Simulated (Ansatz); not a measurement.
**SiNi: relaxing cell and atoms and phonons**

Aim: for SiNi, 2 runs in a chain (relaxing cell and atoms and phonons).

Computed with Ansatz 0.2.0 (DFT PBE, scalar-relativistic, plane waves, PAW, unless a step's input says otherwise).

**1. Starting point**

Symmetry: Pnma, No. 62, orthorhombic system. The conventional cell has a = 5.173 Å, b = 3.338 Å, c = 5.605 Å, α = 90.00°, β = 90.00°, γ = 90.00°. Si (site symmetry m) is surrounded by 6 Ni at 2.28 to 2.40 Å. Ni (site symmetry m) has 6 Si at 2.28 to 2.40 Å as nearest neighbours.

As a file:

```cif
data_structure
_symmetry_space_group_name_H-M 'P 1'
_symmetry_Int_Tables_number 1
_cell_length_a 5.1731
_cell_length_b 3.3381
_cell_length_c 5.6049
_cell_angle_alpha 90.000
_cell_angle_beta 90.000
_cell_angle_gamma 90.000
_cell_volume 96.79
loop_
_atom_site_label
_atom_site_type_symbol
_atom_site_fract_x
_atom_site_fract_y
_atom_site_fract_z
_atom_site_occupancy
Si1 Si 0.32128 0.75000 0.08250 1
Si2 Si 0.17872 0.25000 0.58250 1
Si3 Si 0.82128 0.75000 0.41750 1
Si4 Si 0.67872 0.25000 0.91750 1
Ni1 Ni 0.00779 0.25000 0.18752 1
Ni2 Ni 0.49221 0.75000 0.68752 1
Ni3 Ni 0.50779 0.25000 0.31248 1
Ni4 Ni 0.99221 0.75000 0.81248 1
```

The structure rests on an entry of the Crystallography Open Database; cell or positions may have been set otherwise for this series.

**2. Relaxing cell and atoms: SiNi, no spin**

Input file input.yaml:

```yaml
crystal:
  lattice:
    - [5.1731, 0.0, 0.0]
    - [0.0, 3.3381, 0.0]
    - [0.0, 0.0, 5.6049]
  atoms:
    - { symbol: Si, position: [0.32128, 0.75, 0.0825] }
    - { symbol: Si, position: [0.17872, 0.25, 0.5825] }
    - { symbol: Si, position: [0.82128, 0.75, 0.4175] }
    - { symbol: Si, position: [0.67872, 0.25, 0.9175] }
    - { symbol: Ni, position: [0.00779, 0.25, 0.18752] }
    - { symbol: Ni, position: [0.49221, 0.75, 0.68752] }
    - { symbol: Ni, position: [0.50779, 0.25, 0.31248] }
    - { symbol: Ni, position: [0.99221, 0.75, 0.81248] }
scf:
  occupations: { method: methfessel_paxton, width: 0.1 }
output:
  forces: true
  stress: true
  eigenvalues: true
  write_density: true
  write_potential: true
  elf: true
  volumetric_format: npy
hamiltonian:
  xc: pbe
relax:
  f_tol: 0.002
  adjacent_minimum: "off"
  cell: { stress_tol: 0.05 }
kpoints:
  mp_grid: { grid: [9, 12, 9] }
```

Started as:

```console
> ansatz run input.yaml --threads 8 --pin off --max-ram 30720MiB --backend cpu --events-out ev --progress --plain --runs-dir out
```

The program printed:

```text
Warning: RAYON_NUM_THREADS=8 ignored (pool sized by the plan → 8); use --threads N
Engine: ansatz 0.2.0, x86_64-unknown-linux-gnu
Pseudopotentials: kind: paw
Pseudopotential: Si, paw, valence charge 4, recommended cutoff 420 eV (normal), Si.paw.azcp
Pseudopotential: Ni, paw, valence charge 18, recommended cutoff 420 eV (normal), Ni.paw.azcp
Functional definition: PBE
  parameter kappa = 0.804
  parameter beta = 0.06672455060314922
  exchange = pbe_x(kappa = kappa, mu = beta*pi^2/3)
  correlation = pbe_c(beta = beta)
Crystal: 8 atoms, lattice volume = 96.787 Å³
Basis set: ecut = 420 eV, 1905 PW (Γ), exchange–correlation on 72×48×80 points (8 copies of the dense FFT grid, shifted against one another)
Bands: 53, of which v1, the nominal top of the filled ones, is band 44 counted from 1 (43 counted from 0)
Symmetry: 8 space group operations
Space group: Pnma (ITA 62), of the structure as read, at distance tolerance 4.6e-5 Å
k-points: 175 of 972
Non-local potential: Si, projectors of the file, l = 0: 2, l = 1: 2, l = 2: 2
Non-local potential: Ni, projectors of the file, l = 0: 3, l = 1: 2, l = 2: 3, l = 3: 1
PAW form: soft (Blöchl's): semilocal exchange-correlation on the pseudo side does not see the compensation charge
PAW one-centre angular grid: Si, 110 points (default); XC on 64 Gauss nodes
PAW one-centre angular grid: Ni, 590 points (default); XC on 64 Gauss nodes
Initial density: superposition of atomic densities (neutral atoms: chi_scale 0, normalization atom), corrected by the library's trained network
Initial wavefunctions: pseudopotential atomic-orbital guess
Functional: x = pbe(κ = 0.804, μ = 0.2195149727645171), c = pbe(β = 0.06672455060314922)
SCF iter   1: F=—  HF=-25906.140938 eV  |F-HF|=—  |Δ(HF+E_count)|=         —  Δρ=3.51e-3  dr2=2.83e-3  ethr=1.77e-3  ⟨swp⟩=7.3  Hψ=36278  notcnv=0  defer=19
preconditioner: auto → Kerker (q_TF=auto, 2.685 Å⁻¹)  [metal: Δε(μ)=0.003 eV  Ē_g=7.050 eV  σ=0.100 eV  W_gap=0.02  n_scr=38 (ndim 8)  ℏωp=28.2 eV  f_vac=0.000  D(μ)=2.44/eV (n_scr^D=10)]
SCF iter   2: F=—  HF=-25906.141107 eV  |F-HF|=—  |Δ(HF+E_count)|=   1.70e-4  S|Δr|=    0.00e0  Δρ=1.97e-3  dr2=1.32e-3  ethr=3.22e-6  ⟨swp⟩=2.0  Hψ=18230  notcnv=0  defer=26
SCF iter   3: F=—  HF=-25906.141228 eV  |F-HF|=—  |Δ(HF+E_count)|=   1.20e-4  S|Δr|=    0.00e0  Δρ=6.72e-4  dr2=2.36e-4  ethr=1.50e-6  ⟨swp⟩=2.2  Hψ=12730  notcnv=0  defer=26
SCF iter   4: F=—  HF=-25906.141209 eV  |F-HF|=—  |Δ(HF+E_count)|=   1.85e-5  S|Δr|=    0.00e0  Δρ=2.00e-4  dr2=2.83e-5  ethr=2.69e-7  ⟨swp⟩=2.2  Hψ=12471  notcnv=0  defer=26
SCF iter   5: F=—  HF=-25906.141209 eV  |F-HF|=—  |Δ(HF+E_count)|=   4.95e-7  S|Δr|=    0.00e0  Δρ=6.51e-5  dr2=3.33e-6  ethr=3.21e-8  ⟨swp⟩=2.4  Hψ=13861  notcnv=0  defer=26
SCF iter   6: F=-25906.141208 eV  HF=-25906.141208 eV  |F-HF|=1.78e-9  |Δ(HF+E_count)|=   4.88e-7  S|Δr|=    0.00e0  Δρ=8.56e-6  dr2=5.26e-8  ethr=1.14e-10  ⟨swp⟩=11.5  Hψ=71159  notcnv=0
SCF 1 converged in 6 iterations: F = -25906.141208 eV  dr2 = 5.26e-8
relax step   1: F+E_penalty+E_count = -25906.14120826 eV  Δ(F+E_penalty+E_count) = +0.000e0 eV  max|allowed force component| = 2.849e-2 eV/Å  Δτ_max = 0.0000 Å  P = +1.782 GPa  Ω = 96.787 Å³  (6 SCF iters, dr2 threshold 1.00e-7 eV, accepted)
Crystal: 8 atoms, lattice volume = 97.357 Å³
Initial density: handed on by an earlier stage of this run
Initial wavefunctions: those handed on with the density
iter 1 solved again at ethr=5.87e-7 eV; its pass at ethr=3.10e-3 eV (dr2=5.16e-4 eV) is discarded
SCF iter   1: F=—  HF=-25906.145866 eV  |F-HF|=—  |Δ(HF+E_count)|=         —  Δρ=8.38e-4  dr2=3.78e-4  ethr=5.87e-7  ⟨swp⟩=2.0  Hψ=39222  notcnv=0
preconditioner: auto → Kerker (q_TF=auto, 2.683 Å⁻¹)  [metal: Δε(μ)=0.001 eV  Ē_g=7.011 eV  σ=0.100 eV  W_gap=0.01  n_scr=38 (ndim 8)  ℏωp=28.2 eV  f_vac=0.000  D(μ)=2.45/eV (n_scr^D=10)]
SCF iter   2: F=—  HF=-25906.145809 eV  |F-HF|=—  |Δ(HF+E_count)|=   5.64e-5  S|Δr|=    0.00e0  Δρ=2.99e-4  dr2=5.93e-5  ethr=4.30e-7  ⟨swp⟩=1.1  Hψ=9655  notcnv=0
SCF iter   3: F=—  HF=-25906.145797 eV  |F-HF|=—  |Δ(HF+E_count)|=   1.26e-5  S|Δr|=    0.00e0  Δρ=9.76e-5  dr2=9.94e-6  ethr=6.74e-8  ⟨swp⟩=1.8  Hψ=13297  notcnv=0
SCF iter   4: F=—  HF=-25906.145795 eV  |F-HF|=—  |Δ(HF+E_count)|=   1.51e-6  S|Δr|=    0.00e0  Δρ=4.66e-5  dr2=2.30e-6  ethr=1.13e-8  ⟨swp⟩=2.1  Hψ=13244  notcnv=0
SCF iter   5: F=-25906.145795 eV  HF=-25906.145795 eV  |F-HF|=1.02e-8  |Δ(HF+E_count)|=   2.48e-7  S|Δr|=    0.00e0  Δρ=7.16e-6  dr2=3.37e-8  ethr=9.09e-10  ⟨swp⟩=9.6  Hψ=67702  notcnv=0
SCF 2 converged in 5 iterations: F = -25906.145795 eV  dr2 = 3.37e-8
  Residual-converged pass: ⟨swp⟩=1.0  Hψ=9977  notcnv=0  max |occ|·‖R‖ = 7.1e-9 eV (tolerance 1.0e-8 eV)  dr2=3.37e-8  dr2_onsite=4.12e-8  max |Δocc| = 2.3e-10
relax step   2: F+E_penalty+E_count = -25906.14579490 eV  Δ(F+E_penalty+E_count) = -4.587e-3 eV  max|allowed force component| = 1.763e-2 eV/Å  Δτ_max = 0.0025 Å  P = +0.757 GPa  Ω = 97.357 Å³  energy of the carried Pulay correction = -1.715e-4 eV  (5 SCF iters, dr2 threshold 8.00e-7 eV, accepted)
Crystal: 8 atoms, lattice volume = 97.772 Å³
Basis set: ecut = 420 eV, 1913 PW (Γ), exchange–correlation on 72×48×80 points (8 copies of the dense FFT grid, shifted against one another)
iter 1 solved again at ethr=3.70e-7 eV; its pass at ethr=3.10e-3 eV (dr2=3.26e-4 eV) is discarded
SCF iter   1: F=—  HF=-25906.146817 eV  |F-HF|=—  |Δ(HF+E_count)|=         —  Δρ=6.20e-4  dr2=2.22e-4  ethr=3.70e-7  ⟨swp⟩=2.0  Hψ=39311  notcnv=0
preconditioner: auto → Kerker (q_TF=auto, 2.681 Å⁻¹)  [metal: Δε(μ)=0.026 eV  Ē_g=6.981 eV  σ=0.100 eV  W_gap=0.22  n_scr=38 (ndim 8)  ℏωp=28.1 eV  f_vac=0.000  D(μ)=2.49/eV (n_scr^D=10)]
SCF iter   2: F=—  HF=-25906.146782 eV  |F-HF|=—  |Δ(HF+E_count)|=   3.51e-5  S|Δr|=    0.00e0  Δρ=2.18e-4  dr2=3.59e-5  ethr=2.52e-7  ⟨swp⟩=1.0  Hψ=9275  notcnv=0
SCF iter   3: F=—  HF=-25906.146773 eV  |F-HF|=—  |Δ(HF+E_count)|=   8.64e-6  S|Δr|=    0.00e0  Δρ=7.13e-5  dr2=5.54e-6  ethr=4.08e-8  ⟨swp⟩=2.0  Hψ=14013  notcnv=0
SCF iter   4: F=—  HF=-25906.146772 eV  |F-HF|=—  |Δ(HF+E_count)|=   8.51e-7  S|Δr|=    0.00e0  Δρ=3.50e-5  dr2=1.33e-6  ethr=6.29e-9  ⟨swp⟩=2.1  Hψ=13281  notcnv=0
SCF iter   5: F=-25906.146772 eV  HF=-25906.146772 eV  |F-HF|=6.74e-9  |Δ(HF+E_count)|=   1.43e-7  S|Δr|=    0.00e0  Δρ=5.79e-6  dr2=2.12e-8  ethr=9.09e-10  ⟨swp⟩=9.1  Hψ=62098  notcnv=0
SCF 3 converged in 5 iterations: F = -25906.146772 eV  dr2 = 2.12e-8
relax step   3: F+E_penalty+E_count = -25906.14677193 eV  Δ(F+E_penalty+E_count) = -9.770e-4 eV  max|allowed force component| = 5.298e-3 eV/Å  Δτ_max = 0.0016 Å  P = +0.005 GPa  Ω = 97.772 Å³  energy of the carried Pulay correction = -2.959e-4 eV  (5 SCF iters, dr2 threshold 8.00e-7 eV, accepted)
[... 9 lines left out ...]
relax step   4: F+E_penalty+E_count = -25906.14678577 eV  Δ(F+E_penalty+E_count) = -1.384e-5 eV  max|allowed force component| = 2.716e-3 eV/Å  Δτ_max = 0.0006 Å  P = -0.012 GPa  Ω = 97.779 Å³  energy of the carried Pulay correction = -2.979e-4 eV  (5 SCF iters, dr2 threshold 1.75e-9 eV, accepted)
[... 9 lines left out ...]
relax step   5: F+E_penalty+E_count = -25906.14679810 eV  Δ(F+E_penalty+E_count) = -1.233e-5 eV  max|allowed force component| = 6.694e-4 eV/Å  Δτ_max = 0.0010 Å  P = -0.001 GPa  Ω = 97.771 Å³  energy of the carried Pulay correction = -2.955e-4 eV  (5 SCF iters, dr2 threshold 4.61e-10 eV, accepted)
Initial wavefunctions: pseudopotential atomic-orbital guess (no wavefunctions were taken with the density)
iter 1 solved again at ethr=5.51e-7 eV; its pass at ethr=3.10e-3 eV (dr2=4.85e-4 eV) is discarded
SCF iter   1: F=—  HF=-25906.146874 eV  |F-HF|=—  |Δ(HF+E_count)|=         —  Δρ=2.63e-4  dr2=1.41e-6  ethr=5.51e-7  ⟨swp⟩=3.0  Hψ=56052  notcnv=0
SCF iter   2: F=—  HF=-25906.147028 eV  |F-HF|=—  |Δ(HF+E_count)|=   1.54e-4  S|Δr|=    0.00e0  Δρ=1.34e-4  dr2=3.75e-7  ethr=1.60e-9  ⟨swp⟩=2.0  Hψ=16633  notcnv=0
SCF iter   3: F=—  HF=-25906.147083 eV  |F-HF|=—  |Δ(HF+E_count)|=   5.47e-5  S|Δr|=    0.00e0  Δρ=5.27e-6  dr2=9.00e-9  ethr=4.26e-10  ⟨swp⟩=1.0  Hψ=9275  notcnv=0
SCF iter   4: F=-25906.147083 eV  HF=-25906.147083 eV  |F-HF|=3.53e-10  |Δ(HF+E_count)|=   2.70e-8  S|Δr|=    0.00e0  Δρ=5.35e-7  dr2=5.97e-11  ethr=1.00e-12  ⟨swp⟩=6.6  Hψ=57810  notcnv=0
SCF 6 converged in 4 iterations: F = -25906.147083 eV  dr2 = 5.97e-11
relax step   6: F+E_penalty+E_count = -25906.14708290 eV  Δ(F+E_penalty+E_count) = -2.848e-4 eV  max|allowed force component| = 6.585e-4 eV/Å  Δτ_max = 0.0000 Å  P = +0.000 GPa  Ω = 97.771 Å³  stress off target by 6.82e-3 GPa  SCF on the basis re-selected at this cell (its energy is not comparable with the rows above)  (4 SCF iters)
basis re-selected at this cell: Δ(F+E_penalty+E_count) = -2.848e-4 eV, ΔP = +0.001 GPa vs the last step (what re-selecting the basis moved, of the pressure what is left beyond the Pulay correction that the steps carried, after the strain that the cell walked since its last selection, with what the two solves' SCF thresholds leave and, on support functions, any second-order correction that the steps lacked; it is no measure of the basis error at this ecutwfc). This SCF's stress stands 6.82e-3 GPa from its target on what of the cell is left free (relax.cell.stress_tol is 5.00e-2 GPa) and its largest allowed force component is 6.58e-4 eV/Å (relax.f_tol is 2.00e-3 eV/Å): within both
SCF converged after 4 iterations
Stability not checked: this state was not tested for a lower state beside it, because cold or Methfessel-Paxton smearing, or corrected tetrahedra, fill the levels in a way that the test cannot read (fill_not_monotonic; see scf.lower_state_search)
Free energy (F): -25906.147083 eV
Harris-Foulkes:  -25906.147083 eV  (|F-HF|=3.53e-10)
Internal energy: -25906.146440 eV  (E = F + TS)
E sigma→0 (E₀):  -25906.146922 eV
Entropy (-TS):   -0.000643 eV (-0.080 meV/atom)
Fermi energy:    14.561775 eV
Step filling:    the computed levels leave a gap of 0.0024 eV = 0.0 smearing widths at the electron count; against every level under it full and every level over it empty, smearing changes F+E_penalty+E_count by -0.827 meV and its σ→0 estimate by -0.666 meV
--- Per-component energies (eV) ---
  E_band       = -1315.968672
  E_kinetic    = 1308.933958
  E_local      = -17895.364003  (includes V_loc(G=0)·N_el)
  E_nonlocal   = 2636.420405
  E_hartree    = 7690.225470
  E_xc         = -568.746949
  E_vxc        = -636.386244  (∫ρ·V_xc dr)
  E_paw        = -8568.598589  (= ΣΔE_a)
  E_vpaw       = -2110.026072  (= ΣTr[D̂ρ^β])
  E_aug_tail   = 0.002288  (compensation charges beyond the density's cutoff)
  E_ewald      = -10509.019019
  E_smearing   = -0.000643  (= −TS)
  E_closure    = -0.000000  (closes the sum)
  Σ components = -25906.147083   (vs F -25906.147083, Δ=0.00e0)
--- Forces (eV/Å), atoms counted from 1 ---
  atom   1  Si    -0.00042001     0.00000000    -0.00056634
  atom   2  Si     0.00042001    -0.00000000    -0.00056634
  atom   3  Si    -0.00042001     0.00000000     0.00056634
  atom   4  Si     0.00042001    -0.00000000     0.00056634
  atom   5  Ni     0.00065847    -0.00000000    -0.00013383
  atom   6  Ni    -0.00065847     0.00000000    -0.00013383
  atom   7  Ni     0.00065847    -0.00000000     0.00013383
  atom   8  Ni    -0.00065847     0.00000000     0.00013383
  max |Σ_I F_I| component: 3.47e-18 eV/Å
--- Stress (GPa, compression-positive) ---
       -0.000087      -0.000000      -0.000000
       -0.000000       0.006824      -0.000000
       -0.000000      -0.000000      -0.006388
  P = ⅓ Tr σ = 0.0001 GPa (0.001 kbar)
--- Band table (eV; the first three rows and the last of 175) ---
  k-point 0: bands = ["-89.3486", "-89.3450", "-89.3447", "-89.3411", "-49.8101", "-49.8068", "-49.7856", "-49.7801", "-49.7510", "-49.7497", "-49.7269", "-49.7223", "-49.7112", "-49.7080", "-49.7065", "-49.7044", "1.5946", "4.9133", "6.2178", "6.7049", "8.0279", "8.5276", "10.1968", "10.6030", "10.6880", "10.6885", "10.7069", "10.7463", "10.9634", "11.2672", "11.4852", "11.6122", "11.7620", "11.9136", "12.1724", "12.2487", "12.3467", "12.4369", "12.4951", "12.6199", "12.7033", "13.3872", "13.5223", "13.5772", "15.1042", "15.7517", "17.9142", "18.4946", "18.6684", "19.1830", "19.4023", "20.5599", "20.8626"]
  k-point 1: bands = ["-89.3486", "-89.3455", "-89.3442", "-89.3411", "-49.8100", "-49.8069", "-49.7854", "-49.7803", "-49.7509", "-49.7498", "-49.7268", "-49.7225", "-49.7110", "-49.7079", "-49.7067", "-49.7045", "1.6505", "4.6348", "6.4070", "6.7322", "7.9931", "8.7060", "10.0246", "10.5685", "10.6000", "10.6225", "10.7007", "10.8938", "10.9688", "11.2903", "11.4806", "11.5854", "11.8443", "11.9361", "12.1731", "12.2183", "12.3506", "12.3738", "12.4176", "12.6151", "12.8022", "13.3357", "13.5628", "13.7169", "15.2045", "15.9115", "17.6475", "18.6828", "18.6970", "18.8795", "19.1655", "20.5602", "20.9353"]
  k-point 2: bands = ["-89.3484", "-89.3461", "-89.3435", "-89.3413", "-49.8096", "-49.8072", "-49.7850", "-49.7808", "-49.7509", "-49.7499", "-49.7265", "-49.7230", "-49.7105", "-49.7076", "-49.7070", "-49.7048", "1.8175", "4.0801", "6.7393", "6.8112", "7.9043", "9.1566", "9.5290", "10.4468", "10.5604", "10.6771", "10.7356", "10.9810", "11.0571", "11.3561", "11.5117", "11.5213", "11.8251", "12.0618", "12.0824", "12.1352", "12.1438", "12.3980", "12.4534", "12.5962", "12.9956", "13.1657", "13.5967", "14.1436", "15.3991", "16.3316", "17.1189", "18.1165", "18.7833", "18.9516", "19.0424", "20.5536", "21.0687"]
  k-point 174: bands = ["-89.3451", "-89.3451", "-89.3444", "-89.3444", "-49.7977", "-49.7977", "-49.7970", "-49.7970", "-49.7325", "-49.7325", "-49.7251", "-49.7251", "-49.7178", "-49.7178", "-49.7167", "-49.7167", "5.8988", "5.8988", "6.0161", "6.0161", "8.0048", "8.0048", "8.2801", "8.2801", "10.8912", "10.8912", "10.9163", "10.9163", "11.2105", "11.2105", "11.3247", "11.3247", "11.9423", "11.9423", "11.9920", "11.9920", "12.3944", "12.3944", "12.4462", "12.4462", "12.6908", "12.6908", "12.7135", "12.7135", "16.6527", "16.6527", "17.1392", "17.1392", "17.8877", "17.8877", "18.2875", "18.2875", "20.0454"]
--- Relaxed structure (5 steps of the walk, 5 accepted, 1 SCFs on fresh bases) ---
  F+E_penalty+E_count = -25906.14708290 eV   max|allowed force component| = 6.585e-4 eV/Å   (the final SCF, on the basis selected at the relaxed cell)
  cell:  # Å, volume = 97.7710 Å³
    - [5.190409468969229, 1.457944385451928e-33, -1.478939699432783e-18]
    - [6.957420620709482e-34, 3.354730054818383, 3.599037692606081e-34]
    - [-1.602387180095263e-18, 6.0430323726933956e-34, 5.615011746390881]
  atoms:
    - { symbol: Si, position: [0.320756218533905, 0.75, 0.08320463832379693] }
    - { symbol: Si, position: [0.17924378146609507, 0.25, 0.583204638323797] }
    - { symbol: Si, position: [0.820756218533905, 0.75, 0.416795361676203] }
    - { symbol: Si, position: [0.6792437814660951, 0.25, 0.9167953616762028] }
    - { symbol: Ni, position: [0.008009387994664203, 0.25, 0.18809382222056253] }
    - { symbol: Ni, position: [0.49199061200533584, 0.75, 0.6880938222205625] }
    - { symbol: Ni, position: [0.508009387994664, 0.25, 0.3119061777794374] }
    - { symbol: Ni, position: [0.9919906120053358, 0.75, 0.8119061777794375] }
```

Run time: 30 s. Hardware: 8 threads of Intel Xeon Platinum 8488C (Sapphire Rapids), shared host; peak memory 1.1 GiB.

Relaxation path:

```
step  E - E(step 1) (eV/cell)  largest force component (eV/Å)  pressure (GPa)  volume (Å³)
   1                   0.0000                          0.0285            1.78        96.79
   2                  -0.0046                          0.0176            0.76        97.36
   3                  -0.0056                          0.0053            0.01        97.77
   4                  -0.0056                          0.0027           -0.01        97.78
   5                  -0.0056                          0.0007            0.00        97.77
   6                  -0.0059                          0.0007            0.00        97.77
```

Step 1 is the start. Step 6 repeats the geometry before it on a plane-wave basis chosen anew for that cell, so its energy need not be comparable with the rows above.

|  | before | after | change |
| --- | --- | --- | --- |
| a (Å) | 5.173 | 5.190 | +0.3 % |
| b (Å) | 3.338 | 3.355 | +0.5 % |
| c (Å) | 5.605 | 5.615 | +0.2 % |
| volume (Å³/atom) | 12.10 | 12.22 | +1.0 % |
| shortest distance (Å) | 2.278 | 2.287 | +0.4 % |
| space group (0.01 Å) | Pnma | Pnma | same |

Forces and stress were held to the start's 8 operations: a distortion of lower symmetry was not tested.

Density in a lattice plane of the grid's cell (edges 5.19 and 5.62 Å, at 0.250 of the third edge), which holds Si and Ni.

Values in e/Å³, 12 rows by 12 columns:
```
 0.19  0.14  0.11  0.09  0.09  0.16  0.31  0.26  0.08  0.21  0.41  0.29
 0.20  0.17  0.15  0.12  0.11  0.16  0.30  0.37  0.25  0.30  0.34  0.24
 0.25  0.31  0.30  0.25  0.21  0.19  0.24  0.31  0.30  0.26  0.21  0.19
 0.30  0.37  0.25  0.29  0.34  0.24  0.19  0.17  0.15  0.12  0.12  0.16
 0.30  0.26  0.07  0.20  0.41  0.29  0.18  0.14  0.11  0.09  0.09  0.16
 0.32  0.38  0.28  0.38  0.47  0.39  0.36  0.27  0.17  0.12  0.13  0.18
 0.36  0.42  0.42  0.42  0.51  1.46  4.27  1.98  0.41  0.21  0.20  0.25
 1.19  0.74  0.37  0.32  0.65  8.33 45.79 13.78  0.94  0.28  0.30  0.59
20.76  7.00  0.67  0.29  0.50  4.55 20.51  6.91  0.67  0.29  0.50  4.61
47.87 14.28  0.95  0.28  0.30  0.56  1.05  0.69  0.37  0.31  0.66  8.60
 4.99  2.20  0.41  0.21  0.20  0.25  0.35  0.43  0.42  0.42  0.51  1.59
 0.32  0.25  0.17  0.12  0.12  0.18  0.32  0.38  0.28  0.38  0.47  0.39
```
Columns run along the first of these edges and rows up along the second, over one cell in 12 and 12 even steps from the bottom left corner. Atoms in the plane (fractional): Si at (0.18, 0.58), Si at (0.68, 0.92), Ni at (0.01, 0.19), Ni at (0.51, 0.31).

ELF in the same plane.

Ten even steps from ' ' (0.06) to '@' (0.71):
```
--::......        ::==****----==--++@@@@##==
--::....          ::==**++--==++--==%%@@##++
--::::::::..    ..::++####++==----++##%%**==
--==++++==--::::::--++##%%%%##++++**##**==--
++##%%%%##**++++==--==++##%%%%##**++++==--==
##%%%%##++++**##**==----==++++==--::::::--++
####++------++%%%%**==--::::::....    ..::++
**++--==++--==%%@@##++--::....          ::==
**++----==--++@@@@##++--::......        ::==
##%%##++==++%%@@%%++::..................--++
##@@@@@@@@@@@@%%++::::::::::..::::::::::--++
==**##%%@@@@%%++--::--====--::::::----------
::::--==++**++::::==**%%##==::..::----::::::
----::..::----::::==##@@%%++::..::--::..::--
**++--::..::--::::--++**++--::..::--::::--++
@@%%++::..::--::..::------::..::----..::==##
%%##==::..::----::::::::::--==++**++::::--**
====--::::::----------==**##@@@@@@%%++--::--
::::::..::::::::::--++##@@@@@@%%@@@@%%++::::
..................--++##%%##++==++%%@@%%++::
```
Columns run along the first of these edges and rows up along the second, over one cell in 22 and 20 even steps from the bottom left corner. Atoms in the plane (fractional): Si at (0.18, 0.58), Si at (0.68, 0.92), Ni at (0.01, 0.19), Ni at (0.51, 0.31).

Both are smooth fields of the valence electrons: close to the nuclei they are not physical.

Outside the cores ELF peaks at 0.77 on the Si–Ni line, 0.9 Å from Si; 0.72 beside Si, off the lines to its neighbours, 0.9 Å from Si.

[end of part 1 of 2]
